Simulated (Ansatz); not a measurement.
HfO2:

```
Hf O
1.0
     5.21946    0.00000    0.00000
     0.00000    5.00476    0.00000
     0.00000    0.00000    5.03269
Hf O
4 8
Direct
  0.96699 0.73252 0.74144
  0.53301 0.73252 0.24144
  0.46699 0.26748 0.74144
  0.03301 0.26748 0.24144
  0.63213 0.92865 0.87927
  0.86787 0.92865 0.37927
  0.23395 0.53988 0.49229
  0.26605 0.53988 0.99229
  0.76605 0.46012 0.99229
  0.73395 0.46012 0.49229
  0.13213 0.07135 0.87927
  0.36787 0.07135 0.37927
```

Measurements of this composition are mostly on another form, of space group No. 14.

```yaml
Program: Ansatz 0.2.0
Task: relaxation of cell and atoms
Functional: RPBE
Dispersion: D3(BJ)
Potentials_or_basis: Ansatz PAW
Cutoff: "420 eV (not typed: the program's choice for these potentials)"
k_mesh: 5 × 6 × 5
Occupations: fermi-dirac, width 0.05 eV
Spin: no spin polarisation
```

At the start: volume 10.96 Å³/atom.

Problem. Where does the relaxation end?

Solution. It ends after 10 steps and the volume is 10.44 Å³/atom (-4.7 %); space group Pca2_1 (No. 29, to 0.05 Å).

The path:
```
step  energy change (eV)  largest force (eV/Å)  volume (Å³)
   1              0.0000                0.1964       131.46
   2             -0.1450                0.2404       126.63
   3             -0.1717                0.2161       126.74
   4             -0.2044                0.2288       126.57
   5             -0.2268                0.1991       125.21
   6             -0.2310                0.0100       125.49
   7             -0.2309                0.0018       125.52
   8             -0.2098                0.0026       125.52
   9             -0.2111                0.0037       125.30
  10             -0.2100                0.0039       125.30
```

Final structure:
```
Hf O
1.0
     5.17455    0.00000    0.00000
     0.00000    4.93726    0.00000
     0.00000    0.00000    4.90448
Hf O
4 8
Direct
  0.96729 0.73023 0.75408
  0.53271 0.73023 0.25408
  0.46729 0.26977 0.75408
  0.03271 0.26977 0.25408
  0.61270 0.90615 0.85396
  0.88730 0.90615 0.35396
  0.24530 0.55050 0.50496
  0.25470 0.55050 0.00496
  0.75470 0.44950 0.00496
  0.74530 0.44950 0.50496
  0.11270 0.09385 0.85396
  0.38730 0.09385 0.35396
```

Caveat: the plane-wave basis is chosen anew once the cell has moved, so the energies of steps on either side of that aren't comparable; the pressure holds a Pulay correction of +0.8 GPa for the finite cutoff; the PAW data sets come from PBE, with cores solved anew for the run's functional, which leaves a small shift of forces and pressure.
